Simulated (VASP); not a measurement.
# SiO2 (Stishovite) (P4_2/mnm) in VASP: further runs, part 2 of 2

VASP 6.6.1.

## 3. Dielectric tensor, PBE

The input, INCAR:

```
PREC = Accurate
ENCUT = 600
EDIFF = 1E-8
ISMEAR = 0
SIGMA = 0.03
LREAL = F
LASPH = T
NELM = 80
ALGO = Normal
ISIF = 2
LWAVE = F
LCHARG = F
GGA = PE
LEPSILON = T
KPAR = 2
```

The input, KPOINTS:

```
regular mesh
0
Monkhorst-Pack
  8 8 14
```

The input, POSCAR:

```
SiO2                                    
1.0
    4.2308307751      0.0000000000      0.0000000000
    0.0000000000      4.2308307751      0.0000000000
    0.0000000000      0.0000000000      2.6927200818
  Si              O             
     2     4
Direct
     0.0000000000000000    0.0000000000000000    0.0000000000000000
     0.5000000000000000    0.5000000000000000    0.5000000000000000
     0.3067553678318191    0.3067553678318191    0.0000000000000000
     0.1932446321681809    0.8067553678318191    0.5000000000000000
     0.6932446321681809    0.6932446321681809    0.0000000000000000
     0.8067553678318191    0.1932446321681809    0.5000000000000000
```

Potentials or basis: VASP PAW PBE potentials, release 64 (Si, O).

On the command line:

```console
cat potpaw_PBE.64/Si/POTCAR potpaw_PBE.64/O/POTCAR > POTCAR
mpirun -np 2 vasp_std > vasp.out
```

OUTCAR:

```text
PREC = Accurate
   ENCUT = 600
   EDIFF = 1E-8
   ISMEAR = 0
   LREAL = F
   LASPH = T
   NELM = 80
   ISIF = 2
   GGA = PE
   LEPSILON = T

 ion  position               nearest neighbor table
   1  0.000  0.000  0.000-   4 1.77   6 1.77   4 1.77   6 1.77   5 1.84   3 1.84
   2  0.500  0.500  0.500-   3 1.77   5 1.77   3 1.77   5 1.77   4 1.84   6 1.84
   3  0.307  0.307  0.000-   2 1.77   2 1.77   1 1.84
   4  0.193  0.807  0.500-   1 1.77   1 1.77   2 1.84
   5  0.693  0.693  0.000-   2 1.77   2 1.77   1 1.84
   6  0.807  0.193  0.500-   1 1.77   1 1.77   2 1.84

  LATTYP: Found a simple tetragonal cell.
 ALAT       =     4.2308307751
 C/A-ratio  =     0.6364518519

  Lattice vectors:

 A1 = (   4.2308307751,   0.0000000000,   0.0000000000)
 A2 = (   0.0000000000,   4.2308307751,   0.0000000000)
 A3 = (   0.0000000000,   0.0000000000,   2.6927200818)

Analysis of symmetry for initial positions (statically):
=====================================================================
 Subroutine PRICEL returns:
 Original cell was already a primitive cell.

 Routine SETGRP: Setting up the symmetry group for a
 simple tetragonal supercell.

 Subroutine GETGRP returns: Found 16 space group operations
 (whereof  8 operations were pure point group operations)
 out of a pool of 16 trial point group operations.

The static configuration has the point symmetry D_2h.
 The point group associated with its full space group is D_4h.

Analysis of symmetry for dynamics (positions and initial velocities):
=====================================================================
 Subroutine PRICEL returns:
 Original cell was already a primitive cell.

 Routine SETGRP: Setting up the symmetry group for a
 simple tetragonal supercell.

 Subroutine GETGRP returns: Found 16 space group operations
 (whereof  8 operations were pure point group operations)
 out of a pool of 16 trial point group operations.

The dynamic configuration has the point symmetry D_2h.
 The point group associated with its full space group is D_4h.

 Subroutine INISYM returns: Found 16 space group operations
 (whereof  8 operations are pure point group operations),
 and found     1 'primitive' translations

----------------------------------------------------------------------------------------

                                     Primitive cell

  volume of cell :      48.1995

  direct lattice vectors                    reciprocal lattice vectors
     4.230830775  0.000000000  0.000000000     0.236360198  0.000000000  0.000000000
     0.000000000  4.230830775  0.000000000     0.000000000  0.236360198  0.000000000
     0.000000000  0.000000000  2.692720082     0.000000000  0.000000000  0.371371687

  length of vectors
     4.230830775  4.230830775  2.692720082     0.236360198  0.236360198  0.371371687

[... 697 lines left out ...]
  in kB        0.1223052      0.1223052     -0.0870627      0.0000000      0.0000000      0.0000000
  external PRESSURE =       0.0525159 kB  Pullay stress =       0.0000000 kB

 VOLUME and BASIS-vectors are now :
 -----------------------------------------------------------------------------
  energy-cutoff  :      600.00
  volume of cell :       48.20
      direct lattice vectors                 reciprocal lattice vectors
     4.230830775  0.000000000  0.000000000     0.236360198  0.000000000  0.000000000
     0.000000000  4.230830775  0.000000000     0.000000000  0.236360198  0.000000000
     0.000000000  0.000000000  2.692720082     0.000000000  0.000000000  0.371371687

 POSITION                                       TOTAL-FORCE (eV/Angst)
 -----------------------------------------------------------------------------------
      0.00000      0.00000      0.00000        -0.000000      0.000000      0.000000
      2.11542      2.11542      1.34636        -0.000000      0.000000      0.000000
      1.29783      1.29783      0.00000        -0.001180     -0.001180     -0.000000
      0.81759      3.41325      1.34636         0.001180     -0.001180      0.000000
      2.93300      2.93300      0.00000         0.001180      0.001180      0.000000
      3.41325      0.81759      1.34636        -0.001180      0.001180      0.000000
 -----------------------------------------------------------------------------------
    total drift:                                0.000000      0.000000      0.000000

  FREE ENERGIE OF THE ION-ELECTRON SYSTEM (eV)
  ---------------------------------------------------
  free  energy   TOTEN  =       -46.3309679790 eV

  energy  without entropy=      -46.3309679790  energy(sigma->0) =      -46.33096798

 HEAD OF MICROSCOPIC STATIC DIELECTRIC TENSOR (INDEPENDENT PARTICLE, excluding Hartree and local field effects)
 ------------------------------------------------------
           3.474393    -0.000000     0.000000
          -0.000000     3.474393     0.000000
           0.000000     0.000000     3.690017
 ------------------------------------------------------

 Free energy of the ion-electron system (eV)
  ---------------------------------------------------
  ---------------------------------------------------
  free energy    TOTEN  =        -0.34775645 eV

  energy without entropy =       -0.34775645

------------------------ aborting loop because EDIFF is reached ----------------------------------------

--------------------------------------- Ionic step        2  -------------------------------------------

------------------------ aborting loop because EDIFF is reached ----------------------------------------

--------------------------------------- Ionic step        3  -------------------------------------------

 Free energy of the ion-electron system (eV)
  ---------------------------------------------------
  ---------------------------------------------------
  free energy    TOTEN  =        -0.37377506 eV

  energy without entropy =       -0.37377506

------------------------ aborting loop because EDIFF is reached ----------------------------------------

 PIEZOELECTRIC TENSOR FIELD DIRECTION 3  (e Angst)
 -----------------------------------------------------------------------------
    -0.00034 -0.00000  0.00000           ( -0.00003  0.00000  0.00000)
     0.00000 -0.00034  0.00000           (  0.00000 -0.00003  0.00000)
     0.00000  0.00000 -0.00085           (  0.00000  0.00000 -0.00011)

 PIEZOELECTRIC TENSOR FIELD DIRECTION 3  (C/m^2)
 -----------------------------------------------------------------------------
    -0.00011 -0.00000  0.00000
     0.00000 -0.00011  0.00000
     0.00000  0.00000 -0.00028

 MACROSCOPIC STATIC DIELECTRIC TENSOR (including local field effects in DFT)
 ------------------------------------------------------
           3.406941    -0.000000     0.000000
           0.000000     3.406941     0.000000
           0.000000     0.000000     3.583225
 ------------------------------------------------------

 PIEZOELECTRIC TENSOR (including local field effects)  for field in x, y, z        (e  Angst)
          XX          YY          ZZ          XY          YZ          ZX
  --------------------------------------------------------------------------------
  x     0.00000     0.00000     0.00000     0.00000     0.00000     0.00000
  y     0.00000     0.00000     0.00000     0.00000     0.00000     0.00000
  z     0.00000     0.00000     0.00000     0.00000     0.00000     0.00000

 PIEZOELECTRIC TENSOR (including local field effects)  for field in x, y, z        (C/m^2)
          XX          YY          ZZ          XY          YZ          ZX
  --------------------------------------------------------------------------------
  x     0.00000     0.00000     0.00000     0.00000     0.00000     0.00000
  y     0.00000     0.00000     0.00000     0.00000     0.00000     0.00000
  z     0.00000     0.00000     0.00000     0.00000     0.00000     0.00000

 BORN EFFECTIVE CHARGES (including local field effects) (in |e|, cummulative output)
 ---------------------------------------------------------------------------------
 ion    1
    1     3.82297     0.40755     0.00000
    2     0.40755     3.82297     0.00000
    3     0.00000     0.00000     4.06616
 ion    2
    1     3.82297    -0.40755     0.00000
    2    -0.40755     3.82297     0.00000
    3     0.00000     0.00000     4.06616
 ion    3
    1    -1.91149    -0.58477     0.00000
    2    -0.58477    -1.91149     0.00000
    3     0.00000     0.00000    -2.03308
 ion    4
    1    -1.91149     0.58477     0.00000
    2     0.58477    -1.91149     0.00000
    3     0.00000     0.00000    -2.03308
 ion    5
    1    -1.91149    -0.58477     0.00000
    2    -0.58477    -1.91149     0.00000
    3     0.00000     0.00000    -2.03308
 ion    6
    1    -1.91149     0.58477     0.00000
    2     0.58477    -1.91149     0.00000
    3     0.00000     0.00000    -2.03308
```

Run time: 5 min. Hardware: 2 MPI ranks of Intel Xeon Platinum 8259CL at 2.50GHz (Skylake/Cascade Lake), shared host; peak memory 0.46 GiB.

What came out:

| Item | Value |
| --- | --- |
| Electronic dielectric tensor (diagonal) | 3.41, 3.41, 3.58 |
| Born charges (mean of the diagonal) | Si +3.90; O -1.95 e |

Electronic dielectric tensor:
```
3.41 0.00 0.00
0.00 3.41 0.00
0.00 0.00 3.58
```

Born effective charge tensors (e):
atom 1, Si
```
3.82 0.41 0.00
0.41 3.82 0.00
0.00 0.00 4.07
```
atom 2, Si
```
 3.82 -0.41  0.00
-0.41  3.82  0.00
 0.00  0.00  4.07
```
atom 3, O
```
-1.91 -0.58  0.00
-0.58 -1.91  0.00
 0.00  0.00 -2.03
```
atom 4, O
```
-1.91  0.58  0.00
 0.58 -1.91  0.00
 0.00  0.00 -2.03
```
atom 5, O
```
-1.91 -0.58  0.00
-0.58 -1.91  0.00
 0.00  0.00 -2.03
```
atom 6, O
```
-1.91  0.58  0.00
 0.58 -1.91  0.00
 0.00  0.00 -2.03
```

## 4. Phonons, r2SCAN

This run uses another cell than the first one, of 7.79 Å³/atom, 0.969 times its volume.

The input, POSCAR:

```
SiO2
1.0
    4.1815223987      0.0000000000      0.0000000000
    0.0000000000      4.1815223987      0.0000000000
    0.0000000000      0.0000000000      2.6722128192
  Si              O
     2     4
Direct
     0.0000000000000000    0.0000000000000000    0.0000000000000000
     0.5000000000000000    0.5000000000000000    0.5000000000000000
     0.3059077644074293    0.3059077644074293    0.0000000000000000
     0.1940922355925707    0.8059077644074293    0.5000000000000000
     0.6940922355925707    0.6940922355925707    0.0000000000000000
     0.8059077644074293    0.1940922355925707    0.5000000000000000
```

The input, INCAR.step1:

```
ALGO = Normal ; EDIFF = 1E-8
EDIFFG = -0.002 ; ENCUT = 600
IBRION = 2 ; ISIF = 3
ISMEAR = 0 ; KPAR = 2
LASPH = True ; LCHARG = False
LMIXTAU = True ; LREAL = False
LWAVE = False ; METAGGA = R2SCAN
NELM = 80 ; NSW = 40
PREC = Accurate ; SIGMA = 0.03
```

The input, INCAR.step2:

```
ALGO = Normal ; EDIFF = 1E-8
ENCUT = 600 ; IBRION = 6
ISIF = 2 ; ISMEAR = 0
KPAR = 2 ; LASPH = True
LCHARG = False ; LMIXTAU = True
LREAL = False ; LWAVE = False
METAGGA = R2SCAN ; NELM = 80
NFREE = 2 ; NSW = 1
POTIM = 0.015 ; PREC = Accurate
SIGMA = 0.03
```

The input, KPOINTS:

```
k-points
0
Gamma
  8 8 10
```

Potentials or basis: VASP PAW PBE potentials, release 64 (Si, O).

On the command line:

```console
cat potpaw_PBE.64/Si/POTCAR potpaw_PBE.64/O/POTCAR > POTCAR
cp INCAR.step1 INCAR
mpirun -np 2 vasp_std > vasp.out
cp CONTCAR POSCAR
cp INCAR.step2 INCAR
mpirun -np 2 vasp_std > vasp.out
```

OUTCAR:

```text
EDIFF = 1E-8
   ENCUT = 600
   IBRION = 6
   ISIF = 2
   ISMEAR = 0
   LASPH = True
   LREAL = False
   METAGGA = R2SCAN
   NELM = 80
   NFREE = 2
   NSW = 1
   POTIM = 0.015
   PREC = Accurate

 ion  position               nearest neighbor table
   1  0.000  0.000  0.000-   4 1.76   6 1.76   4 1.76   6 1.76   5 1.81   3 1.81
   2  0.500  0.500  0.500-   3 1.76   5 1.76   3 1.76   5 1.76   4 1.81   6 1.81
   3  0.306  0.306  0.000-   2 1.76   2 1.76   1 1.81
   4  0.194  0.806  0.500-   1 1.76   1 1.76   2 1.81
   5  0.694  0.694  0.000-   2 1.76   2 1.76   1 1.81
   6  0.806  0.194  0.500-   1 1.76   1 1.76   2 1.81

  LATTYP: Found a simple tetragonal cell.
 ALAT       =     4.1811991877
 C/A-ratio  =     0.6390524551

  Lattice vectors:

 A1 = (   4.1811991877,   0.0000000000,   0.0000000000)
 A2 = (   0.0000000000,   4.1811991877,   0.0000000000)
 A3 = (   0.0000000000,   0.0000000000,   2.6720056060)

Analysis of symmetry for initial positions (statically):
=====================================================================
 Subroutine PRICEL returns:
 Original cell was already a primitive cell.

 Routine SETGRP: Setting up the symmetry group for a
 simple tetragonal supercell.

 Subroutine GETGRP returns: Found 16 space group operations
 (whereof  8 operations were pure point group operations)
 out of a pool of 16 trial point group operations.

The static configuration has the point symmetry D_2h.
 The point group associated with its full space group is D_4h.

Analysis of symmetry for dynamics (positions and initial velocities):
=====================================================================
 Subroutine PRICEL returns:
 Original cell was already a primitive cell.

[... 509 lines left out ...]
      3     -12.1492      2.00000
      4     -11.8744      2.00000
      5      -3.2480      2.00000
      6       1.2940      2.00000
[... 541 lines left out ...]
     19      18.5371      0.00000
     20      18.5464      0.00000

 [... further k-points ...]

------------------------ aborting loop because EDIFF is reached ----------------------------------------

  FORCE on cell =-STRESS in cart. coord.  units (eV):
  Direction    XX          YY          ZZ          XY          YZ          ZX
  --------------------------------------------------------------------------------------
  -------------------------------------------------------------------------------------
  Total        0.0054547      0.0054547      0.0082237      0.0039835     -0.0385802     -0.0385803
  in kB        0.1870862      0.1870862      0.2820575      0.1366256     -1.3232327     -1.3232361
  external PRESSURE =       0.2187433 kB  Pullay stress =       0.0000000 kB
[... 21 lines left out ...]
  FREE ENERGIE OF THE ION-ELECTRON SYSTEM (eV)
  ---------------------------------------------------
  free  energy   TOTEN  =       -58.8014792674 eV

  energy  without entropy=      -58.8014792674  energy(sigma->0) =      -58.80147927

 INTERNAL STRAIN TENSORS FROM DISPLACED ATOMS
 ============================================

 INTERNAL STRAIN TENSOR FOR ION    1 for displacements in x,y,z  (eV/Angst):
          X           Y           Z          XY          YZ          ZX
  --------------------------------------------------------------------------------
  x     0.00000     0.00000     0.00000     0.00000     0.00000     0.00000
  y     0.00000     0.00000     0.00000     0.00000     0.00000     0.00000
  z     0.00000     0.00000     0.00000     0.00000     0.00000     0.00000

 INTERNAL STRAIN TENSOR FOR ION    6 for displacements in x,y,z  (eV/Angst):
          X           Y           Z          XY          YZ          ZX
  --------------------------------------------------------------------------------
  x     9.81139     4.60510     0.11014    -2.11983     0.00000     0.00000
  y    -4.60510    -9.81139    -0.11014     2.11984     0.00000     0.00000
  z     0.00000     0.00000     0.00000     0.00000    -2.57140     2.57141

 Eigenvectors and eigenvalues of the dynamical matrix
 ----------------------------------------------------

   1 f  =   28.770558 THz   180.770745 2PiTHz  959.682501 cm-1   118.985412 meV
             X         Y         Z           dx          dy          dz
      0.000000  0.000000  0.000000    -0.000000   -0.000000   -0.000000
      2.090600  2.090600  1.336003     0.000000    0.000000   -0.000000
      1.279060  1.279060  0.000000     0.353553    0.353553    0.000000
      0.811540  3.369660  1.336003     0.353553   -0.353553    0.000000
      2.902139  2.902139  0.000000    -0.353553   -0.353553    0.000000
      3.369660  0.811540  1.336003    -0.353553    0.353553    0.000000
[... 145 lines left out ...]
  18 f/i=    0.007708 THz     0.048432 2PiTHz    0.257119 cm-1     0.031879 meV
             X         Y         Z           dx          dy          dz
      0.000000  0.000000  0.000000     0.260001   -0.407775   -0.000000
      2.090600  2.090600  1.336003     0.260157   -0.407874   -0.000000
      1.279060  1.279060  0.000000     0.196038   -0.307466   -0.000000
      0.811540  3.369660  1.336003     0.196173   -0.307552   -0.000000
      2.902139  2.902139  0.000000     0.196038   -0.307466   -0.000000
      3.369660  0.811540  1.336003     0.196173   -0.307552   -0.000000

 ELASTIC MODULI CONTR FROM IONIC RELAXATION (kBar)
 Direction    XX          YY          ZZ          XY          YZ          ZX
 --------------------------------------------------------------------------------
 XX        -996.6231    150.9027     -6.4610      0.0000      0.0000      0.0000
 YY         150.9027   -996.6231     -6.4610      0.0000      0.0000      0.0000
 ZZ          -6.4610     -6.4610     -0.0987      0.0000      0.0000      0.0000
 XY           0.0000     -0.0000      0.0000    -22.7536      0.0000      0.0000
 YZ           0.0000      0.0000      0.0000      0.0000    -44.5962     -0.0000
 ZX           0.0000      0.0000      0.0000      0.0000     -0.0000    -44.5965
 --------------------------------------------------------------------------------
```

OUTCAR.step1:

```text
EDIFF = 1E-8
   EDIFFG = -0.002
   ENCUT = 600
   IBRION = 2
   ISIF = 3
   ISMEAR = 0
   LASPH = True
   LREAL = False
   METAGGA = R2SCAN
[... 866 lines left out ...]
  -------------------------------------------------------------------------------------
  Total       -0.0001410     -0.0001410      0.0045943      0.0000000      0.0000000      0.0000000
  in kB       -0.0048366     -0.0048366      0.1575768      0.0000000      0.0000000      0.0000000
  external PRESSURE =       0.0493012 kB  Pullay stress =       0.0000000 kB
[... 21 lines left out ...]
  FREE ENERGIE OF THE ION-ELECTRON SYSTEM (eV)
  ---------------------------------------------------
  free  energy   TOTEN  =       -58.8038240300 eV

  energy  without entropy=      -58.8038240300  energy(sigma->0) =      -58.80382403

 reached required accuracy - stopping structural energy minimisation
```

OSZICAR.step1:

```text
N       E                     dE             d eps       ncg     rms          rms(c)
DAV:   1     0.170200466000E+03    0.17020E+03   -0.20351E+04  3600   0.178E+03
DAV:   2    -0.647348841474E+02   -0.23494E+03   -0.22512E+03  4880   0.354E+02
DAV:   3    -0.728200506003E+02   -0.80852E+01   -0.80588E+01  4320   0.702E+01
[... 31 lines left out ...]
DAV:   2    -0.588038246807E+02    0.11067E-04   -0.39221E-05  4108   0.499E-02    0.636E-03
DAV:   3    -0.588038240704E+02    0.61030E-06   -0.26274E-06  4060   0.129E-02    0.275E-03
DAV:   4    -0.588038240756E+02   -0.51286E-08   -0.18613E-07  3912   0.498E-03    0.123E-03
DAV:   5    -0.588038240252E+02    0.50338E-07   -0.97715E-08  3980   0.335E-03    0.450E-04
DAV:   6    -0.588038240300E+02   -0.47858E-08   -0.30790E-08  2520   0.234E-03
   3 F= -.58803824E+02 E0= -.58803824E+02  d E =-.262157E-05
```

Wall time 32 min (2 MPI ranks of AMD EPYC 9R45 (Zen 5), shared host); peak memory 0.41 GiB.

What came out:

* Highest phonon frequency at Γ, LO-TO splitting left out: 960 cm⁻¹

Phonon frequencies in cm⁻¹ (negative: imaginary):
| q point | frequencies |
| --- | --- |
| (0.000, 0.000, 0.000) | 0 0 0 235 393 471 471 582 582 588 588 614 658 757 762 830 830 960 |

Caveat: the PAW data sets were made with another functional, which shifts forces and pressure a little.
